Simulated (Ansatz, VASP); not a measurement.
This is a calculation of TiAl for Ansatz 0.2.0.

Contents of input.yaml:

```yaml
crystal:
  lattice:
    - [2.8672622327, 0.0, 0.0]
    - [-1.4336311163, 2.4831219328, 0.0]
    - [0.0, 0.0, 4.678083]
  atoms:
    - { symbol: Ti, position: [0.0, 0.0, 0.0] }
    - { symbol: Al, position: [0.3333333333, 0.6666666667, 0.5] }
kpoints:
  mp_grid: { grid: [11, 11, 6] }
scf:
  occupations: { method: fermi_dirac, width: 0.05 }
hamiltonian:
  xc: pbesol
  pseudopotentials: { kind: all_electron, lapw: { basis_error: 0.001 } }
output:
  forces: true
  stress: true
relax:
  f_tol: 0.005
  max_steps: 60
  cell: {}
```

Potentials or basis: all-electron LAPW, scalar-relativistic.

Launch:

```bash
$ ansatz run input.yaml --threads 1 --pin off --max-ram 3072MiB --backend cpu --events-out ev --progress --plain --runs-dir out
```

Translate it to VASP 6.6.1. Potentials there: VASP PAW PBE potentials, release 64 (Ti_sv, Al).

As run (the cutoff follows the program's own potentials):

INCAR

```
SYSTEM = TiAl
PREC     = Accurate       ! precision mode
ENCUT    = 600            ! plane-wave cutoff, eV
EDIFF    = 1E-6           ! SCF threshold, eV
ISMEAR   = -1             ! smearing method
SIGMA    = 0.05           ! smearing width, eV
LREAL    = .FALSE.        ! projectors in reciprocal space
LASPH    = .TRUE.         ! aspherical terms in the spheres
NELM     = 100            ! most SCF steps
ALGO     = Normal         ! electronic algorithm
ISIF     = 3              ! what is computed and relaxed
LWAVE    = .FALSE.        ! write WAVECAR
LCHARG   = .FALSE.        ! write CHGCAR
GGA      = PS             ! functional
IBRION   = 2              ! ionic algorithm
NSW      = 80             ! ionic steps
EDIFFG   = -0.005         ! ionic threshold
```

File KPOINTS:

```
regular mesh
0
G
  11 11 6
  0 0 0
```

Contents of POSCAR:

```
TiAl
1.0
    2.8672622327      0.0000000000      0.0000000000
   -1.4336311163      2.4831219328      0.0000000000
    0.0000000000      0.0000000000      4.6780830000
Ti Al
1 1
Direct
    0.0000000000      0.0000000000      0.0000000000
    0.3333333333      0.6666666667      0.5000000000
```

Potentials or basis: VASP PAW PBE potentials, release 64 (Ti_sv, Al).

Launch:

```sh
$ cat potpaw_PBE.64/Ti_sv/POTCAR potpaw_PBE.64/Al/POTCAR > POTCAR
$ mpirun -np 1 vasp_std > vasp.out
```

Both were run:

|  | VASP | Ansatz | Ansatz less VASP |
| --- | --- | --- | --- |
| relaxed volume (Å³/atom) | 16.23 | 16.23 | +0.001 |
| relaxed cell length with the largest relative difference (Å) | 4.615 | 4.612 | -0.0023 |
| energy change over the relaxation (meV/atom) | -4 | -4 | -0.1 |

Ansatz ran all-electron here, so the differences hold the error of VASP's frozen core and of both bases.

Caveats: the PAW data sets were made with another functional, which shifts forces and pressure a little (VASP).
